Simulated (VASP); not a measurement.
# BN: convergence, relaxation of the atoms

BN, P1 (no. 1), 8 atoms in the cell. PBE, relaxation of the atoms; PAW potentials N, B (PBE set). VASP 6.6.1.

Wanted: energy within 1 meV/atom; two shortest distances of each atom within 0.01 Å.

POSCAR:
```
BN
1.0
    1.6438210000     -4.7155350000      0.0000000000
    1.6438210000      4.7155350000      0.0000000000
   -1.1929310000      0.0000000000      4.1817430000
N B
4 4
Direct
    0.5228660000      0.3970870000      0.8225740000
    0.3563220000      0.4955360000      0.3244950000
    0.7727920000      0.3827620000      0.3428300000
    0.4028620000      0.7899090000      0.8458470000
    0.5548260000      0.1592610000      0.9798400000
    0.1954140000      0.5772320000      0.4829820000
    0.5597330000      0.4179590000      0.4963450000
    0.4329830000      0.5780540000      0.0128900000
```

The series start from Force threshold EDIFFG (eV/Å): -0.02; Electronic threshold EDIFF (eV): 1e-6; Relaxation method: conjugate gradient, POTIM 0.5; Mixing and least electronic steps: default. Each series keeps the choices made before it, and each single choice may use up half of a tolerance.

## Force threshold EDIFFG (eV/Å)

| Force threshold EDIFFG (eV/Å) | Energy less reference (meV/atom) | Two shortest distances of each atom, largest deviation (Å) | Time (s) |
|---|---|---|---|
| -0.1 | 0.1 | 0.001 | 96 |
| -0.05 | 0.0 | 0.001 | 111 |
| -0.03 | 0.0 | 0.001 | 106 |
| -0.02 | 0.0 | 0.000 | 137 |
| -0.01 | 0.0 | 0.000 | 119 |
| -0.005 | 0.0 | 0.000 | 138 |
| -0.002 (reference) | 0.0 | 0.000 | 149 |

Chosen: -0.1, the loosest value from which every tighter one stays within half of the tolerance.

## Electronic threshold EDIFF (eV)

| Electronic threshold EDIFF (eV) | Energy less reference (meV/atom) | Two shortest distances of each atom, largest deviation (Å) | Time (s) |
|---|---|---|---|
| 0.001 | 0.0 | 0.001 | 53 |
| 0.0001 | 0.0 | 0.001 | 70 |
| 1e-5 | 0.0 | 0.001 | 82 |
| 1e-6 | 0.0 | 0.000 | 96 |
| 1e-7 (reference) | 0.0 | 0.000 | 118 |

Chosen: 0.001.

## Relaxation method

| Relaxation method | Energy less reference (meV/atom) | Two shortest distances of each atom, largest deviation (Å) | Time (s) |
|---|---|---|---|
| conjugate gradient, POTIM 0.5 | 0.0 | 0.000 | 53 |
| conjugate gradient, POTIM 0.2 | 0.0 | 0.001 | 50 |
| conjugate gradient, POTIM 1.0 | 0.0 | 0.001 | 75 |
| quasi-Newton, POTIM 0.5 | 0.0 | 0.002 | 47 |
| quasi-Newton, POTIM 0.3, 10 steps kept | 0.0 | 0.001 | 42 |
| quasi-Newton, POTIM 0.5, at least 5 electronic steps | 0.1 | 0.001 | 54 |
| damped dynamics, POTIM 0.2, SMASS 0.4 | 0.0 | 0.002 | 112 |
| damped dynamics, POTIM 0.4, SMASS 0.8 | crashed | crashed | 108 |
| velocity quench, POTIM 0.1 | -0.1 | 0.001 | 82 |

Chosen: quasi-Newton, POTIM 0.3, 10 steps kept; it saves 10.7 s of 53, so conjugate gradient, POTIM 0.5 would do nearly as well.

VASP's message at the runs that stop: internal error in: us.F  at line: 1398 internal ERROR SETYLM_AUG: 52 -20 54 54 51 1 -21 If you are not a developer, you should not encounter this problem. Please submit a bug report.

## Mixing and least electronic steps

| Mixing and least electronic steps | Energy less reference (meV/atom) | Two shortest distances of each atom, largest deviation (Å) | SCF iterations | Time (s) |
|---|---|---|---|---|
| default | 0.0 | 0.000 | 34 | 42 |
| MAXMIX 40 | 0.2 | 0.001 | 31 | 37 |
| NELMIN 4 | 0.0 | 0.001 | 41 | 41 |
| NELMIN 4, MAXMIX 40 | 0.0 | 0.001 | 41 | 37 |
| ALGO Fast | 0.1 | 0.001 | 34 | 42 |

Chosen: default; no other choice that stays within half of the tolerance saves 30 % of the time.

## All choices together

| Input | Energy less reference (meV/atom) | Two shortest distances of each atom, largest deviation (Å) | Time (s) |
|---|---|---|---|
| program defaults (naive) | 0.0 | 0.001 | 78 |
| chosen settings | 0.1 | 0.001 | 42 |
| reference settings throughout | 0.0 | 0.000 | 161 |

The tolerance is met.

## The input

INCAR:
```
PREC     = Normal         # precision mode
ENCUT    = 500            # plane-wave cutoff, eV
EDIFF    = 0.001          # SCF threshold, eV
ISMEAR   = 0              # smearing method
SIGMA    = 0.05           # smearing width, eV
LREAL    = F              # projectors in reciprocal space
LASPH    = T              # aspherical terms in the spheres
NELM     = 100            # most SCF steps
ALGO     = Normal         # electronic algorithm
LWAVE    = F              # write WAVECAR
LCHARG   = F              # write CHGCAR
IBRION   = 1              # ionic algorithm
NSW      = 150            # ionic steps
ISIF     = 2              # what is computed and relaxed
EDIFFG   = -0.1           # ionic threshold
POTIM    = 0.3            # step
KPAR     = 8            
NFREE    = 10            
```

KPOINTS:
```
k-points
0
Gamma
  5 5 4
```

Commands:
```
cat potpaw_PBE.64/N/POTCAR potpaw_PBE.64/B/POTCAR > POTCAR
mpirun -np 8 vasp_std > vasp.out
```

The naive input happens to agree within the tolerance here, in 78 s.

Limits: the start was distorted on purpose (atoms moved at random), so the space group given is the start's and not the crystal's.

The chosen input took VASP 6.6.1 42 s on 8 cores (AMD EPYC 7R43 (Zen 3)), a shared host.

## An input that fails: ionic step far too long

VASP's message: internal error in: us.F  at line: 1398 internal ERROR SETYLM_AUG: -25 -34 38 38 -26 1 -35 If you are not a developer, you should not encounter this problem. Please submit a bug report.

Changes against the starting input:
```
- NELM = 100
- IBRION = 2
- NSW = 150
- POTIM = 0.5
+ NELM = 60
+ IBRION = 3
+ NSW = 30
+ POTIM = 5.0
+ SMASS = 0.4
```
